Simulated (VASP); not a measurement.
**PbSe (Clausthalite): single point with HSE06**

Crystal: PbSe (Clausthalite).

```
CELL_PARAMETERS angstrom
0.00000 3.06065 3.06065
3.06065 0.00000 3.06065
3.06065 3.06065 0.00000
ATOMIC_POSITIONS crystal
Pb 0.00000 0.00000 0.00000
Se 0.50000 0.50000 0.50000
```

- Program: VASP 6.6.1
- Task: single point
- Functional: HSE06
- Potentials or basis: VASP PAW PBE potentials, release 64 (Pb_d, Se)
- Cutoff: 520 eV
- k mesh: 6 × 6 × 6
- Occupations: gaussian, width 0.02 eV
- Spin: spin-orbit coupling, no magnetisation
- Ladder: free
- Grid for exact exchange (PRECFOCK): Fast
- Screening parameter: 0.2 1/A
- Further INCAR settings: ALGO = Normal; EDIFF = 1e-07; NBANDS = 32

```yaml
Pressure: 1.0 GPa
Valence_electrons_inside_the_program's_atomic_spheres: Pb 11.87; Se 3.87
```

It took 37 min on 4 MPI ranks on Intel(R) Xeon(R) Platinum 8488C (Sapphire Rapids) (shared host), peak memory 0.45 GiB a rank.

Caveat: the PAW data sets were made with another functional, which shifts forces and pressure a little.
